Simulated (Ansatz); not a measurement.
The system is CuI (Marshite).

```
I Cu
1.0
     0.00000    3.03150    3.03150
     3.03150    0.00000    3.03150
     3.03150    3.03150    0.00000
I Cu
1 1
Cartesian
  0.0000 0.0000 0.0000
  4.5473 4.5473 4.5473
```

```yaml
Program: Ansatz 0.2.0
Task: relaxation of cell and atoms
Functional: revPBE
Potentials_or_basis: all-electron LAPW, scalar-relativistic
Basis_error_allowed: 0.001 eV/atom
k_mesh: 8 × 8 × 8
Occupations: fermi-dirac, width 0.05 eV
Spin: no spin polarisation
```

At the start: volume 27.86 Å³/atom.

Question: Where does the relaxation end?

Answer: Over 4 steps the energy falls by 7.5 meV/atom and the volume is 29.23 Å³/atom (+4.9 %); space group F-43m (No. 216, to 0.05 Å).

Step by step:
```csv
step,energy change (eV),largest force (eV/Å),volume (Å³)
1,0.0000,0.0000,55.72
2,-0.0147,0.0000,58.14
3,-0.0149,0.0000,58.46
4,-0.0149,0.0000,58.46
```

Final structure:
```
CELL_PARAMETERS angstrom
0.00000 3.08035 3.08035
3.08035 0.00000 3.08035
3.08035 3.08035 0.00000
ATOMIC_POSITIONS crystal
I 0.00000 0.00000 0.00000
Cu 0.75000 0.75000 0.75000
```
